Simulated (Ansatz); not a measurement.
A run of Ansatz 0.2.0:

input.yaml

```yaml
crystal:
  lattice:
    - [0.0, 1.8684181184, 1.8684181184]
    - [1.8684181184, 0.0, 1.8684181184]
    - [1.8684181184, 1.8684181184, 0.0]
  atoms:
    - { symbol: C, position: [0.75, 0.75, 0.75], spin: 0.5 }
    - { symbol: C, position: [0.5, 0.5, 0.5], spin: -0.5 }
kpoints:
  mp_grid: { grid: [13, 13, 13] }
scf:
  occupations: { method: tetrahedron }
hamiltonian:
  xc: pbe
  dispersion: d4
  pseudopotentials: { kind: all_electron, lapw: { basis_error: 0.0005 } }
magnetization:
  spin_polarized: true
output:
  eigenvalues: true
  optics:
    e_range: [0, 14]
    de: 0.1
    sigma: 0.2
    nscf_kmesh: { grid: [19, 19, 19] }
```

Potentials or basis: all-electron LAPW, scalar-relativistic.

Launch:

```console
$ ansatz run input.yaml --threads 1 --pin off --max-ram 2560MiB --backend cpu --events-out ev --progress --plain --runs-dir out
```

Hardware: 1 thread of AMD EPYC 9R45 96-Core Processor (Zen 5) (shared host).

Estimate the wall time of this run.

Run time: 24 s on 1 thread of AMD EPYC 9R45 96-Core Processor (Zen 5) (shared host), peak memory 0.45 GiB. Counts: scf iterations 13, plane waves 283, k points 84, bands 11.
